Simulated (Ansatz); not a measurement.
Energy landscape near a Hg structure

Computed with DFT PBEsol, scalar-relativistic, plane waves, PAW (Ansatz 0.2.0).

Cutoff 420 eV; k points 12×12×4 on the computed 3-atom cell (Γ-centred); Gaussian smearing, width 0.05 eV; no spin polarisation.

Reference cell:

```xyz
3
Lattice="3.1217 -1.8046 0.0000 3.1217 1.8046 0.0000 -2.0875 0.0000 8.4441" Properties=species:S:1:pos:R:3 pbc="T T T"
Hg    4.1525    0.0000    2.8396
Hg    0.0035    0.0000    5.6044
Hg    0.0000    0.0000    0.0000
```

Each variant moves atoms of this cell by the vectors given, if any (Å), and then applies a symmetric strain (tensor components, Cartesian axes). The reference cell isn't relaxed at this level. Energies are per atom at zero smearing, counted from the lowest variant. Pressure is positive in compression.

1. no strain; moves: Hg3 (0.000, 0.375, 0.000)
2. strain (xx yy zz yz xz xy, %) -0.74 6.82 -3.62 0.00 -2.44 0.00; moves: Hg1 (-0.061, -0.004, 0.041); Hg2 (0.061, -0.004, -0.041); Hg3 (0.000, 0.009, 0.000)
3. strain (xx yy zz yz xz xy, %) 3.80 3.46 3.69 0.00 2.00 0.00; moves: Hg1 (0.016, 0.000, -0.306); Hg2 (-0.016, 0.000, 0.306)
4. strain (xx yy zz yz xz xy, %) -4.67 -4.02 1.65 0.00 3.79 0.00; moves: Hg1 (0.073, 0.000, 0.001); Hg2 (-0.073, 0.000, -0.001)

| variant | ΔE (meV/atom) | P (GPa) | largest force (eV/Å) | gap on mesh (eV) | space group |
| --- | --- | --- | --- | --- | --- |
| 1 | 36.0 | -2.79 | 0.03 | 0.26 | C2 |
| 2 | 47.8 | -2.74 | 0.01 | 0.10 | C2 |
| 3 | 101.2 | -2.30 | 0.02 | 0.65 | C2/m |
| 4 | 0.0 | -2.82 | 0.02 | 0 | C2/m |

Spin-orbit coupling is left out, which matters for the bands of heavy elements.